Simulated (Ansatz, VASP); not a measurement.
# One calculation of Ge, two programs

File INCAR:

```
  ALGO = Normal
  EDIFF = 1E-7
  ENCUT = 520
  GGA = PE
  ISIF = 2
  ISMEAR = 0
  IVDW = 12
  LASPH = T
  LCHARG = F
  LREAL = F
  LWAVE = F
  NBANDS = 13
  NELM = 80
  PREC = Accurate
  SIGMA = 0.15
```

Contents of KPOINTS:

```
k-points
0
Gamma
  22 22 22
```

Contents of POSCAR:

```
Ge
1.0
    0.0000000000      2.0983605250      2.0983605250
    2.0983605250      0.0000000000      2.0983605250
    2.0983605250      2.0983605250      0.0000000000
Ge
1
Direct
    0.0000000000      0.0000000000      0.0000000000
```

Input for Ansatz:

```yaml
crystal:
  lattice:
    - [0.0, 2.098360525, 2.098360525]
    - [2.098360525, 0.0, 2.098360525]
    - [2.098360525, 2.098360525, 0.0]
  atoms:
    - { symbol: Ge, position: [0.0, 0.0, 0.0] }
basis:
  ecutwfc: 420
kpoints:
  mp_grid: { grid: [22, 22, 22] }
hamiltonian:
  xc: pbe
  dispersion: d3bj
scf:
  occupations: { method: gaussian, width: 0.15 }
output:
  forces: true
  stress: true
  eigenvalues: true
  write_density: true
  write_potential: true
  elf: true
  volumetric_format: npy
```

This isn't the form of Ge at room conditions, which is diamond.

Alike in both runs: task single point; functional PBE; dispersion D3(BJ); k mesh 22 × 22 × 22; occupations gaussian, width 0.15 eV; no spin polarisation.

```csv
,VASP,Ansatz
version,VASP 6.6.1,Ansatz 0.2.0
potentials or method,"VASP PAW PBE potentials, release 64 (Ge_d)","scalar-relativistic, plane waves, PAW"
plane-wave cutoff (eV),520,420
valence electrons in the cell,14,14
```

|  | VASP | Ansatz | Ansatz less VASP |
| --- | --- | --- | --- |
| gap on the k mesh at the Fermi level (eV) | none | none | - |
| pressure (GPa) | 1.0 | 1.0 | -0.05 |

A gap of «none» marks a metal or a gap that the smearing closes.

Caveats: pairwise dispersion overbinds metals, which lowers pressure and volume.
